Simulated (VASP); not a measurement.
Li: relaxation of shape and atoms at fixed volume with PBE

Crystal: Li.

```
Li
1.0
     5.08316    0.00000    0.00000
    -2.54158    4.40215    0.00000
     0.00000    0.00000    2.98721
Li
3
Direct
  0.00000 0.00000 0.00000
  0.66667 0.33333 0.50000
  0.33333 0.66667 0.50000
```

This isn't the form of Li at room conditions, which is bcc.

* Program: VASP 6.6.1
* Task: relaxation of shape and atoms at fixed volume
* Functional: PBE
* Potentials or basis: VASP PAW PBE potentials, release 64 (Li_sv)
* Cutoff: 600 eV
* k mesh: 12 × 12 × 14
* Occupations: gaussian, width 0.1 eV
* Spin: no spin polarisation
* Dipole correction: no
* Further INCAR settings: ALGO = Fast; EDIFF = 1e-07; IBRION = 2; EDIFFG = -0.01; NSW = 50; ISIF = 4

| Quantity | Value |
| --- | --- |
| Pressure after relaxing | -1.2 GPa |
| Band gap on the k mesh | none (metal or under the smearing width) |

Stress tensor (GPa, compression positive):
```
-1.24  0.00  0.00
 0.00 -1.24  0.00
 0.00  0.00 -1.16
```

Final structure:
```xyz
3
Lattice="5.0832 0.0000 0.0000 -2.5416 4.4021 0.0000 0.0000 0.0000 2.9872" Properties=species:S:1:pos:R:3 pbc="T T T"
Li    0.0000    0.0000    0.0000
Li    2.5416    1.4674    1.4936
Li    0.0000    2.9348    1.4936
```

Levels at points of the mesh, in eV from the Fermi level:
```
           k point  band 1  band 2  band 3  band 4  band 5  band 6  band 7  band 8
(0.00, 0.00, 0.00)  -46.76  -46.75  -46.65   -3.45    2.00    2.00    2.06    2.06
(0.50, 0.00, 0.00)  -46.76  -46.75  -46.65   -1.98   -1.96    0.13    2.79    7.61
(0.00, 0.00, 0.50)  -46.75  -46.74  -46.65   -0.50    0.05    5.09    5.11    5.11
(0.50, 0.00, 0.50)  -46.75  -46.74  -46.65    0.58    0.67    1.84    2.71    3.77
```

It took 42 s on 1 thread of Intel(R) Xeon(R) 6975P-C (Granite Rapids), with other jobs on the host, peak memory 0.23 GiB.

Caveat: the cutoff is under 1.25 times the usual one of these potentials, so pressure, stress and relaxed cells hold a basis-set (Pulay) error; the relaxation stopped at its first step, so nothing moved.
